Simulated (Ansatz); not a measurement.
# Be: the cost of one run

Program: Ansatz 0.2.0. Level of theory: DFT PBE, scalar-relativistic, plane waves, PAW. These are calculated values, not measurements.

This is Be in the fcc structure; at room conditions it is hcp.

## Step 1: The system as given

The structure is cubic, space group Fm-3m (No. 225). The conventional cell has a = 3.158 Å, b = 3.158 Å, c = 3.158 Å, α = 90.00°, β = 90.00°, γ = 90.00°. Around Be (site symmetry m-3m) lie 12 Be at 2.23 Å.

Structure file:

```
CELL_PARAMETERS angstrom
-1.11639 1.11639 1.57883
1.11639 -1.11639 1.57883
1.11639 1.11639 -1.57883
ATOMIC_POSITIONS crystal
Be 0.50000 0.50000 0.00000
```

It is the end of an earlier relaxation with the same method, from a generated guess; it needn't be the stable form of this composition. At a tolerance of 0.05 Å it has space group Fm-3m (No. 225); it has 7.87 Å³/atom, an uncorrected energy of +0.08 eV/atom over the standard state.

## Step 2: Bands, states and charges

Contents of input.yaml:

```yaml
crystal:
  lattice:
    - [-1.1163942492, 1.1163857735, 1.5788346984]
    - [1.1163942492, -1.1163857735, 1.5788346984]
    - [1.1163942492, 1.1163857735, -1.5788346984]
  atoms:
    - { symbol: Be, position: [0.5, 0.5, 0.0] }
basis:
  ecutwfc: 420
kpoints:
  mp_grid: { grid: [32, 32, 32] }
  band_path:
    path:
      - [[0.0, 0.0, 0.0], [0.0, 0.0, 0.4999978], [1.65e-06, 0.25000055, 0.37499765]]
      - [[-0.37499835, 0.37499835, 0.3750012], [0.0, 0.0, 0.0], [3.29e-06, 0.5000011, -1.4e-06], [-0.2499989, 0.2499989, 0.4999997], [0.0, 0.0, 0.4999978]]
    npoints: 14
hamiltonian:
  xc: pbe
scf:
  occupations: { method: gaussian, width: 0.1 }
  n_extra_bands: 6
output:
  forces: true
  stress: true
  eigenvalues: true
  populations: true
  dos: { projected: true, de: 0.02, nscf_kmesh: { grid: [39, 39, 39] } }
  bader: true
```

Run with:

```bash
> ansatz run input.yaml --threads 1 --pin off --max-ram 2560MiB --backend cpu --events-out ev --progress --plain --runs-dir out
```

**Question.** How long does this run take on 1 thread of Intel Xeon 6975P-C (Granite Rapids), shared host, and how much memory does it need?

About 29 s, with a peak of 0.73 GiB.
